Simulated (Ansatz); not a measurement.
# Ta4N5: the cost of one run

Program: Ansatz 0.2.0. Level of theory: DFT r2SCAN, scalar-relativistic, plane waves, PAW. These are calculated values, not measurements.

### Step 1. The structure to begin with

It takes space group I4/m (No. 87, tetragonal). The conventional cell has a = 6.865 Å, b = 6.865 Å, c = 4.264 Å, α = 90.00°, β = 90.00°, γ = 90.00°. Ta (site symmetry m) is surrounded by 6 N at 2.07 to 2.21 Å. N (site symmetry 4/m) is surrounded by 4 Ta at 2.07 Å. N (site symmetry m) has 5 Ta at 2.14 to 2.21 Å as nearest neighbours.

Structure file:

```cif
data_structure
_symmetry_space_group_name_H-M 'I4/m'
_symmetry_Int_Tables_number 87
_cell_length_a 6.8654
_cell_length_b 6.8654
_cell_length_c 4.2638
_cell_angle_alpha 90.000
_cell_angle_beta 90.000
_cell_angle_gamma 90.000
_cell_volume 200.97
loop_
_atom_site_label
_atom_site_type_symbol
_atom_site_symmetry_multiplicity
_atom_site_Wyckoff_symbol
_atom_site_fract_x
_atom_site_fract_y
_atom_site_fract_z
_atom_site_occupancy
Ta1 Ta 8 h 0.10561 0.71706 0.50000 1
N1 N 2 b 0.00000 0.00000 0.50000 1
N2 N 8 h 0.80852 0.59170 0.50000 1
```

It goes back to an entry of the Materials Project, which need not be the stable form.

This cell was relaxed beforehand with the same method: volume 11.16 Å³/atom, gap on the mesh none (metal).

### Step 2. The undisturbed cell

input.yaml reads:

```yaml
crystal:
  lattice:
    - [-3.4327044557, 3.4327044557, 2.1318811529]
    - [3.4327044557, -3.4327044557, 2.1318811529]
    - [3.4327044557, 3.4327044557, -2.1318811529]
  atoms:
    - { symbol: Ta, position: [0.7829399314, 0.6056050453, 0.3885449767] }
    - { symbol: Ta, position: [0.3943949547, 0.7829399314, 0.1773348861] }
    - { symbol: Ta, position: [0.6056050453, 0.2170600686, 0.8226651139] }
    - { symbol: Ta, position: [0.2170600686, 0.3943949547, 0.6114550233] }
    - { symbol: "N", position: [0.5, 0.5, 0.0] }
    - { symbol: "N", position: [0.9082991208, 0.3085216554, 0.2168207762] }
    - { symbol: "N", position: [0.6914783446, 0.9082991208, 0.5997774654] }
    - { symbol: "N", position: [0.3085216554, 0.0917008792, 0.4002225346] }
    - { symbol: "N", position: [0.0917008792, 0.6914783446, 0.7831792238] }
basis:
  ecutwfc: 500
kpoints:
  mp_grid: { grid: [12, 12, 12] }
hamiltonian:
  xc: r2scan
scf:
  occupations: { method: gaussian, width: 0.15 }
output:
  forces: true
  stress: true
  eigenvalues: true
```

Started as:

```
$ ansatz run input.yaml --threads 2 --pin off --max-ram 5120MiB --backend cpu --events-out ev --progress --plain --runs-dir out
```

**Question.** How long does this run take on 2 threads of Intel Xeon at 2.50GHz (Skylake/Cascade Lake), shared host, and how much memory does it need?

About 2.2 min, with a peak of 1.3 GiB.
